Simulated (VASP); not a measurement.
# Pt (Im-3m) in VASP: further runs, part 2 of 2

VASP 6.6.1. Earlier steps stand in the parts before.

### Step 6. Relaxation of cell and atoms, RPBE

File INCAR:

```
  PREC = Accurate
  ENCUT = 600
  EDIFF = 1E-7
  ISMEAR = 0
  SIGMA = 0.1
  LREAL = F
  LASPH = T
  NELM = 80
  ALGO = Fast
  ISIF = 3
  LWAVE = F
  LCHARG = F
  GGA = RP
  IBRION = 2
  NSW = 90
  EDIFFG = -0.005
```

File KPOINTS:

```
regular mesh
0
Gamma
  18 18 18
```

File POSCAR:

```
Pt
1.0
   -1.5570610900      1.5570610900      1.5570610900
    1.5570610900     -1.5570610900      1.5570610900
    1.5570610900      1.5570610900     -1.5570610900
Pt
1
Direct
    0.0000000000      0.0000000000      0.0000000000
```

Potentials or basis: VASP PAW PBE potentials, release 64 (Pt).

Started as:

```bash
$ cat potpaw_PBE.64/Pt/POTCAR > POTCAR
$ mpirun -np 1 vasp_std > vasp.out
```

OUTCAR:

```text
PREC = Accurate
   ENCUT = 600
   EDIFF = 1E-7
   ISMEAR = 0
   LREAL = F
   LASPH = T
   NELM = 80
   ISIF = 3
   GGA = RP
   IBRION = 2
   NSW = 90
   EDIFFG = -0.005

 ion  position               nearest neighbor table
   1  0.000  0.000  0.000-

  LATTYP: Found a body centered cubic cell.
 ALAT       =     3.1141221800

  Lattice vectors:

 A1 = (  -1.5570610900,   1.5570610900,   1.5570610900)
 A2 = (   1.5570610900,  -1.5570610900,   1.5570610900)
 A3 = (   1.5570610900,   1.5570610900,  -1.5570610900)

Analysis of symmetry for initial positions (statically):
=====================================================================
 Subroutine PRICEL returns:
 Original cell was already a primitive cell.

 Routine SETGRP: Setting up the symmetry group for a
 body centered cubic supercell.

 Subroutine GETGRP returns: Found 48 space group operations
 (whereof 48 operations were pure point group operations)
 out of a pool of 48 trial point group operations.

The static configuration has the point symmetry O_h .

Analysis of symmetry for dynamics (positions and initial velocities):
=====================================================================
 Subroutine PRICEL returns:
 Original cell was already a primitive cell.

 Routine SETGRP: Setting up the symmetry group for a
[... 229 lines left out ...]

 val. band max:        9.9431140841   @ k =  -0.3889   0.3889   0.2222
 cond. band min:       9.9699582744   @ k =  -0.3889   0.5000   0.0556
 fundamental gap:      0.0268441903
 Fermi energy:         9.9601838505

 k-point     1 :       0.0000    0.0000    0.0000
  band No.  band energies     occupation
      1       0.6713      2.00000
      2       6.5571      2.00000
      3       6.5571      2.00000
      4       6.5571      2.00000
      5       8.9502      2.00000
      6       8.9502      2.00000
      7      27.0094      0.00000
      8      27.0094      0.00000
      9      27.0094      0.00000
[... 304 lines left out ...]
  FREE ENERGIE OF THE ION-ELECTRON SYSTEM (eV)
  ---------------------------------------------------
  free  energy   TOTEN  =        -5.3749319684 eV

  energy  without entropy=       -5.3712273840  energy(sigma->0) =       -5.37307968

[... ionic steps 4 to 14 ...]

--------------------------------------- Ionic step       15  -------------------------------------------

 number of electron       9.9999999 magnetization

------------------------ aborting loop because EDIFF is reached ----------------------------------------
[... 65 lines left out ...]
--------------------------------------- Ionic step       17  -------------------------------------------

 number of electron       9.9999999 magnetization

 Free energy of the ion-electron system (eV)
  ---------------------------------------------------
  ext. energy  EPLUGINS =         0.00000000
  ---------------------------------------------------
  free energy    TOTEN  =        -5.37509720 eV

  energy without entropy =       -5.37144401  energy(sigma->0) =       -5.37327060

 E-fermi :  10.0246     XC(G=0): -13.0410

 val. band max:       10.0082448606   @ k =  -0.3889   0.3889   0.2222
 cond. band min:      10.0348452495   @ k =  -0.3889   0.5000   0.0556
 fundamental gap:      0.0266003888
 Fermi energy:        10.0246458959

 k-point     1 :       0.0000    0.0000    0.0000
  band No.  band energies     occupation
      1       0.6980      2.00000
      2       6.6022      2.00000
      3       6.6022      2.00000
      4       6.6022      2.00000
      5       9.0086      2.00000
      6       9.0086      2.00000
      7      27.0735      0.00000
      8      27.0735      0.00000
      9      27.0735      0.00000
[... 304 lines left out ...]
  FREE ENERGIE OF THE ION-ELECTRON SYSTEM (eV)
  ---------------------------------------------------
  free  energy   TOTEN  =        -5.3750971991 eV

  energy  without entropy=       -5.3714440089  energy(sigma->0) =       -5.37327060

 reached required accuracy - stopping structural energy minimisation
```

OSZICAR:

```text
N       E                     dE             d eps       ncg     rms          rms(c)
DAV:   1     0.429211933603E+02    0.42921E+02   -0.60906E+03  3598   0.117E+03
DAV:   2    -0.516069209741E+01   -0.48082E+02   -0.46293E+02  3734   0.202E+02
[... 107 lines left out ...]
  16 F= -.53750969E+01 E0= -.53732729E+01  d E =-.359144E-05
       N       E                     dE             d eps       ncg     rms          rms(c)
DAV:   1    -0.537511121577E+01   -0.14358E-04   -0.31591E-04  3529   0.187E-01    0.232E-02
RMM:   2    -0.537509819278E+01    0.13023E-04   -0.19054E-05  3510   0.434E-02    0.893E-03
RMM:   3    -0.537509738513E+01    0.80765E-06   -0.19636E-06  3510   0.141E-02    0.559E-03
RMM:   4    -0.537509719124E+01    0.19388E-06   -0.20740E-07  2553   0.476E-03    0.416E-04
RMM:   5    -0.537509719906E+01   -0.78110E-08   -0.27513E-08  1842   0.163E-03
  17 F= -.53750972E+01 E0= -.53732706E+01  d E =-.392673E-05
```

CONTCAR:

```text
Pt
   1.00000000000000
    -1.5897224958723013    1.5897224958723013    1.5897224958723013
     1.5897224958723013   -1.5897224958723013    1.5897224958723013
     1.5897224958723013    1.5897224958723013   -1.5897224958723013
  Pt
     1
Direct
     0.0000000000000000    0.0000000000000000    0.0000000000000000

  0.00000000E+00  0.00000000E+00  0.00000000E+00
```

It took 90 s on 1 thread of AMD EPYC 9R45 (Zen 5), shared host; peak memory 0.15 GiB.

Results:

```
Free energy                            : -5.3751 eV
Relaxed volume                         : 16.07 Å³/atom
Relaxed cell                           : a = 2.753 Å, b = 2.753 Å, c = 2.753 Å, α = 109.47°, β = 109.47°, γ = 109.47°
Space group after relaxing (to 0.05 Å) : Im-3m (No. 229)
Energy gained by relaxing              : 46.3 meV/atom
Ionic steps                            : 17
Pressure after relaxing                : 0.0 GPa
Band gap on the k mesh                 : none (metal or under the smearing width)
```

The path:
| step | energy change (eV) | largest force (eV/Å) | pressure (GPa) | volume (Å³) |
| --- | --- | --- | --- | --- |
| 1 | 0.0000 | 0.0000 | 16.42 | 15.10 |
| 2 | 0.1723 | 0.0000 | -22.06 | 18.74 |
| 3 | -0.0461 | 0.0000 | -0.83 | 16.13 |
| 4 | -0.0463 | 0.0000 | -0.11 | 16.08 |
| 5 | -0.0463 | 0.0000 | 0.17 | 16.06 |
| 6 | -0.0463 | 0.0000 | 0.17 | 16.06 |
| 7 | -0.0463 | 0.0000 | 0.15 | 16.06 |
| 8 | -0.0463 | 0.0000 | 0.15 | 16.06 |
| 9 | -0.0463 | 0.0000 | 0.15 | 16.06 |
| 10 | -0.0463 | 0.0000 | 0.15 | 16.06 |
| 11 | -0.0463 | 0.0000 | 0.15 | 16.06 |
| 12 | -0.0463 | 0.0000 | 0.15 | 16.06 |
| 13 | -0.0463 | 0.0000 | 0.15 | 16.06 |
| 14 | -0.0463 | 0.0000 | 0.13 | 16.06 |
| 15 | -0.0463 | 0.0000 | 0.11 | 16.06 |
| 16 | -0.0463 | 0.0000 | 0.06 | 16.06 |
| 17 | -0.0463 | 0.0000 | -0.02 | 16.07 |

Final structure:
```yaml
crystal:
  lattice:
    - [-1.58972, 1.58972, 1.58972]
    - [1.58972, -1.58972, 1.58972]
    - [1.58972, 1.58972, -1.58972]
  atoms:
    - { symbol: Pt, position: [0.00000, 0.00000, 0.00000] }
```

Levels at points of the mesh, in eV from the Fermi level:
```csv
k point,band 1,band 2,band 3,band 4,band 5,band 6,band 7,band 8,band 9
"(0.00, 0.00, 0.00)",-9.33,-3.42,-3.42,-3.42,-1.02,-1.02,17.05,17.05,17.05
"(0.50, 0.00, 0.00)",-6.43,-4.80,-1.19,-0.71,0.31,0.96,6.14,13.23,15.71
"(0.50, 0.50, 0.50)",-5.94,-5.94,0.46,0.46,0.46,7.62,7.62,7.62,12.56
```

Caveat: the PAW data sets were made with another functional, which shifts forces and pressure a little. The run has no spin-orbit coupling, so splittings on Pt are missing.

### Step 7. Summary

| task | level | cell | k mesh | cutoff (eV) | mesh quality | gap on the mesh (eV) | pressure (GPa) | relaxed volume (Å³/atom) |
| --- | --- | --- | --- | --- | --- | --- | --- | --- |
| relaxation of cell and atoms | PBEsol | relaxed | 18 × 18 × 18 | 300 | not flagged | none | 0.0 | 15.14 |
| relaxation of cell and atoms | PBEsol | relaxed | 6 × 6 × 6 | 600 | coarse | none | 0.0 | 15.24 |
| single point | PBEsol | as given | 18 × 18 × 18 | 520 | not flagged | none | 1.4 | - |
| relaxation of cell and atoms | PBEsol | relaxed | 18 × 18 × 18 | 580 | not flagged | none | 0.0 | 15.18 |
| relaxation of cell and atoms | RPBE | relaxed | 18 × 18 × 18 | 600 | not flagged | none | 0.0 | 16.07 |

Alike in all rows: potentials or basis VASP PAW PBE potentials, release 64 (Pt); no spin polarisation; smearing gaussian 0.1 eV.

Caveats: some runs use coarse meshes; the PAW data sets were made with another functional, which shifts forces and pressure a little.

Absolute energies hang on the potentials; compare differences alone.
